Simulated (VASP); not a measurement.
A run of VASP 6.6.1:

The input INCAR:

```
ALGO = Normal ; EDIFF = 1E-6
ENCUT = 520 ; GGA = CA
ISIF = 2 ; ISMEAR = 0
LASPH = True ; LCHARG = False
LREAL = False ; LWAVE = False
NBANDS = 28 ; NELM = 100
PREC = Accurate ; SIGMA = 0.01
```

KPOINTS

```
k-points
0
Gamma
  5 3 4
```

File POSCAR:

```
SnO
1.0
    3.3033828073      0.0000000000      0.0000000000
    0.0000000000      5.7003476423      0.0000000000
    0.0000000000      0.0000000000      3.6704338177
Sn O
2 2
Direct
    0.0000000000      0.2354101199      0.5358131421
    0.5000000000      0.7645898801      0.0358131421
    0.0000000000      0.8820595635      0.7141868579
    0.5000000000      0.1179404365      0.2141868579
```

Potentials or basis: VASP PAW LDA potentials, release 64 (Sn_d, O).

Command:

```console
$ cat potpaw_LDA.64/Sn_d/POTCAR potpaw_LDA.64/O/POTCAR > POTCAR
$ mpirun -np 1 vasp_std > vasp.out
```

Hardware: 1 thread of AMD EPYC 7R13 Processor (Zen 3) (shared host).

Q: How long does it take, and how much memory?

A: It took 41 s on 1 thread of AMD EPYC 7R13 Processor (Zen 3) (shared host), peak memory 0.13 GiB. Counts: scf iterations 14, k points 18.
